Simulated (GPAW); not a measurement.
# TiO2 (I4/m) in GPAW: reference runs

How does TiO2 come out in PBE? The cell is run as given.

Everything below comes from runs of GPAW 26.7.0. Logs are shortened: lines on timing, memory, paths and dates and some standing lists are left out, and cuts for length are marked. The log counts tension as positive stress, the text compression.

### 1 The crystal as given

The structure is tetragonal, space group I4/m (No. 87). The conventional cell has a = 8.702 Å, b = 8.702 Å, c = 3.775 Å, α = 90.00°, β = 90.00°, γ = 90.00°. Ti (site symmetry m) has 4 O at 1.80 to 1.95 Å as nearest neighbours. Around O (site symmetry m) lie 3 Ti at 1.95 to 2.21 Å. Around O (site symmetry m) lie 2 Ti at 1.80 to 1.81 Å.

Measurements of this composition are mostly on another form, of space group No. 141.

### 2 Single point, PBE

run.py reads:

```python
from ase import Atoms
from ase.dft.bandgap import bandgap
from ase.io import write
from ase.units import Bohr, GPa
from gpaw import GPAW, PW
from gpaw.elf import elf_from_dft_calculation

atoms = Atoms(['Ti', 'Ti', 'Ti', 'Ti', 'O', 'O', 'O', 'O', 'O', 'O', 'O', 'O'],
              cell=[[-4.3507577183, 4.3507577183, 1.8875555959],
                    [4.3507577183, -4.3507577183, 1.8875555959],
                    [4.3507577183, 4.3507577183, -1.8875555959]],
              scaled_positions=[[0.292281705, 0.997144755, 0.28942646],
                                [0.002855245, 0.292281705, 0.29513695],
                                [0.997144755, 0.707718295, 0.70486305],
                                [0.707718295, 0.002855245, 0.71057354],
                                [0.498863825, 0.849215285, 0.34807911],
                                [0.16166202, 0.1596026, 0.32126462],
                                [0.150784715, 0.498863825, 0.64964854],
                                [0.1596026, 0.83833798, 0.99794058],
                                [0.8403974, 0.16166202, 0.00205942],
                                [0.849215285, 0.501136175, 0.35035146],
                                [0.83833798, 0.8403974, 0.67873538],
                                [0.501136175, 0.150784715, 0.65192089]],
              pbc=True)

calc = GPAW(mode=PW(800),
            xc='PBE',
            kpts={'size': (8, 8, 8), 'gamma': True},
            occupations={'name': 'fermi-dirac', 'width': 0.05},
            nbands=82,
            convergence={'density': 1e-05, 'energy': 1e-05},
            maxiter=150,
            txt='gpaw.txt')
atoms.calc = calc
energy = atoms.get_potential_energy()
forces = atoms.get_forces()
stress = atoms.get_stress()
calc.write('gs.gpw')
write('result.traj', atoms)
print(f'Energy: {energy:.6f} eV')
print('Forces (eV/A):')
print(forces.round(4))
print('Stress (GPa):', (stress / GPa).round(3))
print('Fermi level:', round(calc.get_fermi_level(), 4), 'eV')
print(f'Gap: {bandgap(calc)[0]:.4f} eV, direct: {bandgap(calc, direct=True)[0]:.4f} eV')

# fields on the real-space grid
write('density.cube', atoms, data=calc.get_pseudo_density() * Bohr**3)
write('potential.cube', atoms, data=calc.get_electrostatic_potential())
write('elf.cube', atoms, data=elf_from_dft_calculation(calc).data)
```

Potentials or basis: GPAW PAW data sets (gpaw-data 1.2.1), pw.

The run is started by

```
$ OMP_NUM_THREADS=1 python run.py
```

gpaw.txt:

```text
__  _  _
 | _ |_)|_||  |
 |__||  | ||/\| - 26.7.0

Input parameters:
  mode=PW(ecut=800.0),
  convergence={'density': 1e-05, 'energy': 1e-05},
  kpts=MonkhorstPack(size=(8, 8, 8), gamma=True),
  maxiter=150,
  nbands=82,
  occupations=Occupations(name='fermi-dirac', width=0.05),
  xc=XC(name='PBE')

Diagonalizing LCAO Hamiltonian
Converting LCAO to pw mode

          O      O    TiO
                   Ti
                     O O
                         Ti
                    O Ti   O      O

Atoms  # Å, Bohr magnetons
|    | symbol |         x |         y |         z |    initial magnetic moments |
|----|--------|-----------|-----------|-----------|-----------------------------|
|  0 |     Ti |  4.325913 | -1.807464 |  1.887556 | ( 0.0000,  0.0000,  0.0000) |
|  1 |     Ti |  2.543294 |  0.024845 | -0.000000 | ( 0.0000,  0.0000,  0.0000) |
|  2 |     Ti |  1.807464 |  4.325913 |  1.887556 | ( 0.0000,  0.0000,  0.0000) |
|  3 |     Ti |  0.024845 |  6.158222 |  0.000000 | ( 0.0000,  0.0000,  0.0000) |
|  4 |      O |  3.038702 | -0.009886 |  1.887556 | ( 0.0000,  0.0000,  0.0000) |
|  5 |      O |  1.388784 |  1.406705 |  0.000000 | ( 0.0000,  0.0000,  0.0000) |
|  6 |      O |  4.340871 |  1.312056 | -0.000000 | ( 0.0000,  0.0000,  0.0000) |
|  7 |      O |  7.294811 |  1.388784 |  0.000000 | ( 0.0000,  0.0000,  0.0000) |
|  8 |      O | -2.944053 |  2.961973 |  1.887556 | ( 0.0000,  0.0000,  0.0000) |
|  9 |      O |  0.009886 |  3.038702 |  1.887556 | ( 0.0000,  0.0000,  0.0000) |
| 10 |      O |  2.961973 |  2.944053 |  1.887556 | ( 0.0000,  0.0000,  0.0000) |
| 11 |      O |  1.312056 |  4.360644 | -0.000000 | ( 0.0000,  0.0000,  0.0000) |

Unit cell  # Å
| periodic |         x |         y |         z |  lengths |     angles |
|----------|-----------|-----------|-----------|----------|------------|
|      yes | -4.350758 |  4.350758 |  1.887556 | 6.435919 |  94.934442 |
|      yes |  4.350758 | -4.350758 |  1.887556 | 6.435919 |  94.934442 |
|      yes |  4.350758 |  4.350758 | -1.887556 | 6.435919 | 145.890600 |

Number of symmetries: 8
Symmetry operations  # r_c * U_cc + t_c -> r_c
|   | kind |            matrix            |
|---|------|------------------------------|
| 0 |  C4  |  1, 1, 1,  0, 0,-1, -1, 0, 0 |
| 1 |  E   |  1, 0, 0,  0, 1, 0,  0, 0, 1 |
| 2 |  C2  |  0, 1, 0,  1, 0, 0, -1,-1,-1 |
| 3 |  S4  |  0, 0, 1, -1,-1,-1,  0, 1, 0 |
| 4 |  C4  |  0, 0,-1,  1, 1, 1,  0,-1, 0 |
| 5 |  σ   |  0,-1, 0, -1, 0, 0,  1, 1, 1 |
| 6 |  i   | -1, 0, 0,  0,-1, 0,  0, 0,-1 |
| 7 |  S4  | -1,-1,-1,  0, 0, 1,  1, 0, 0 |

BZ-sampling:
  Number of BZ points: 512
  Number of IBZ points: 78

  Monkhorst-Pack size: [8, 8, 8]
  Monkhorst-Pack shift: [0.0625, 0.0625, 0.0625]

K-points  # in reciprocal-cell coordinates
|     |                                coordinates |     weight |
|-----|--------------------------------------------|------------|
|   0 | (  0.00000000,   0.00000000,   0.00000000) | 0.00195312 |
|   1 | (  0.12500000,  -0.12500000,   0.00000000) | 0.00781250 |
|   2 | (  0.12500000,  -0.12500000,   0.12500000) | 0.00781250 |
|   3 | (  0.12500000,   0.00000000,   0.00000000) | 0.01562500 |
|   4 | (  0.12500000,   0.12500000,  -0.12500000) | 0.00390625 |
|   5 | (  0.25000000,  -0.25000000,  -0.12500000) | 0.00781250 |
|   6 | (  0.25000000,  -0.25000000,   0.00000000) | 0.00781250 |
|   7 | (  0.25000000,  -0.25000000,   0.12500000) | 0.00781250 |
|   8 | (  0.25000000,  -0.25000000,   0.25000000) | 0.00781250 |
|   9 | (  0.25000000,  -0.12500000,  -0.12500000) | 0.01562500 |
| ... |                                            |            |
|  77 | (  0.50000000,   0.50000000,   0.50000000) | 0.00195312 |

Plane wave coefficients: 7376
Cutoff: 800.0 eV

Spin-components: 1 (collinear spins)
Bands:           82
Projectors:      64
Spin-degeneracy: 2
Datatype:        complex128

Parallelization:
  kpt:    1
  domain: 1
  band:   1

Density:
  Valence electrons: 96.0
  Components: 1
  Grid points: [42 42 42]
  Charge: 0.0  # |e|

Potential:
  Grid points: [42 42 42]

species:
  Ti:
    name:    Titanium
    Z:       22.0
    valence: 12
    core:    10
    charge:  0.0  # [|e|]
    compensation charges:
      type: gauss
      rc: 0.38  # [Å]
      lmax: 2
    cutoffs:
      filter: 2.23  # [Å]
      core: 1.02  # [Å]
    projectors
    | kind |    occ | energy [eV] | rcut [Å] |
    |------|--------|-------------|----------|
    |   3s |  2.000 |     -62.623 |    1.270 |
    |   4s |  2.000 |      -4.466 |    1.270 |
    |   3p |  6.000 |     -38.862 |    1.058 |
    |   4p |  0.000 |      -1.466 |    1.058 |
    |   3d |  2.000 |      -4.258 |    1.058 |
    |    d |        |      22.953 |    1.058 |

    Using partial waves for Ti as LCAO basis

  O:
    name:    Oxygen
    Z:       8.0
    valence: 6
    core:    2
    charge:  0.0  # [|e|]
    compensation charges:
      type: gauss
      rc: 0.21  # [Å]
      lmax: 2
    cutoffs:
      filter: 1.17  # [Å]
      core: 0.83  # [Å]
    projectors
    | kind |    occ | energy [eV] | rcut [Å] |
    |------|--------|-------------|----------|
    |   2s |  2.000 |     -23.961 |    0.688 |
    |   2p |  4.000 |      -9.029 |    0.598 |
    |    s |        |       3.251 |    0.688 |
    |    p |        |      18.182 |    0.598 |
    |    d |        |       0.000 |    0.619 |

    Using partial waves for O as LCAO basis

Reference energy: -109222.875536  # eV

eigensolver:
  PPCG
  Converge bands: occupied
  niter=2

density mixing:
  MSR1-Mixer
  Pratt-step length: 0.05
  Maximum mixing coefficient: 0.75
  Old densities: 10
  SVD Regularization: 0.005
  Good broyden scale: 1.0
  Trust region scale: 1.0
  Backstep threshold: 4.0
  History deletion threshold: 6.0
  Fourier metric: weight=20.0, sigma=0.015

occupation numbers:
  Fermi-Dirac:
    width: 0.0500  # eV

poisson solver:
  ecut: 6400.0  # eV

xc functional:
  name: PBE with 2 nearest neighbor stencil

convergence criteria:
[... 6 lines left out ...]
|iter     | |      energy | eigst |  dens |
|---------|-|-------------|-------|-------|
|iter:   1| | -122.149900 | +0.26 |       |
|iter:   2| | -116.154135 | -1.33 | -0.78 |
|iter:   3| | -105.269447 | -0.37 | -0.85 |
|iter:   4| | -104.604869 | -1.63 | -1.34 |
|iter:   5| | -104.452772 | -2.27 | -1.54 |
|iter:   6| | -104.462533 | -2.77 | -1.85 |
|iter:   7| | -104.451688 | -3.42 | -2.25 |
|iter:   8| | -104.451858 | -4.67 | -2.99 |
|iter:   9| | -104.451874c| -5.76 | -3.54 |
|iter:  10| | -104.451874c| -7.01 | -4.16 |
|iter:  11| | -104.451874c| -7.91c| -4.69 |
|iter:  12| | -104.451874c| -8.39c| -5.41c|

Converged in 12 steps
Energy contributions relative to reference atoms: (reference = -109222.875536)

Energy contributions:
  Kinetic:         119.621364
  Coulomb:        -139.255930
  Zero:              2.485071
  External:          0.000000
  Xc:              -87.302379
  Entropy:          -0.000000
  Spinorbit:         0.000000
  ----------------------------
  Free energy:    -104.451874
  Extrapolated:   -104.451874

dipole moment: (0.000004, 0.000004, 0.000002)  # |e|*Ang

Fermi level: 4.602
Eigenvalues  # (at kpt = [0.000, 0.000, 0.000])
| band index |      eig [eV] | occ [0-2] |
|------------|---------------|-----------|
|          0 |       -52.555 |     2.000 |
|        ... |               |           |
|         40 |         2.317 |     2.000 |
|         41 |         2.317 |     2.000 |
|         42 |         2.348 |     2.000 |
|         43 |         2.619 |     2.000 |
|         44 |         2.828 |     2.000 |
|         45 |         2.828 |     2.000 |
[... 8 lines left out ...]
|         54 |         7.648 |     0.000 |
|         55 |         8.013 |     0.000 |
|        ... |               |           |
|         81 |        21.212 |     0.000 |

Gap: 1.652 eV
Transition (v -> c):
  (s=0, k=77, n=47, [0.50, 0.50, 0.50]) -> (s=0, k=0, n=48, [0.00, 0.00, 0.00])
Direct/indirect transitions are different
Direct gap: 2.344 eV
Transition at: (s=0, k=0, n=47, [0.00, 0.00, 0.00])

Forces  # eV/Ang
|        x |        y |        z |
|----------|----------|----------|
| -0.02052 | -0.09304 | -0.00000 |  # Ti   0
| -0.09304 |  0.02052 |  0.00000 |  # Ti   1
|  0.09304 | -0.02052 |  0.00000 |  # Ti   2
|  0.02052 |  0.09304 | -0.00000 |  # Ti   3
| -0.08408 |  0.01268 |  0.00000 |  # O    4
|  0.01822 | -0.03195 |  0.00000 |  # O    5
|  0.01268 |  0.08408 | -0.00000 |  # O    6
|  0.03195 |  0.01822 | -0.00000 |  # O    7
| -0.03195 | -0.01822 |  0.00000 |  # O    8
| -0.01268 | -0.08408 |  0.00000 |  # O    9
| -0.01822 |  0.03195 |  0.00000 |  # O   10
|  0.08408 | -0.01268 |  0.00000 |  # O   11

Stress tensor  # eV/Ang^3
|         x |         y |         z |
|-----------|-----------|-----------|
| -0.025266 |  0.000000 | -0.000000 |
|  0.000000 | -0.025266 |  0.000000 |
| -0.000000 |  0.000000 | -0.026815 |

# Writing to gs.gpw (mode='')
```

Wall time 28 min (1 thread of Arm Neoverse V1, shared host); peak memory 1.2 GiB.

Results:

| Item | Value |
| --- | --- |
| Free energy | -104.4519 eV |
| Pressure | 4.1 GPa |
| Largest force | 0.095 eV/Å |
| Band gap on the k mesh | 1.65 eV, indirect (least direct gap 2.34 eV) |

Forces on the atoms (eV/Å):
```
Ti  -0.021 -0.093  0.000
Ti  -0.093  0.021  0.000
Ti   0.093 -0.021  0.000
Ti   0.021  0.093  0.000
O   -0.084  0.013  0.000
O    0.018 -0.032  0.000
O    0.013  0.084  0.000
O    0.032  0.018  0.000
O   -0.032 -0.018  0.000
O   -0.013 -0.084  0.000
O   -0.018  0.032  0.000
O    0.084 -0.013  0.000
```

Caveat: the program warned that so skewed a cell can give wrong results. A k mesh can miss the band edges.
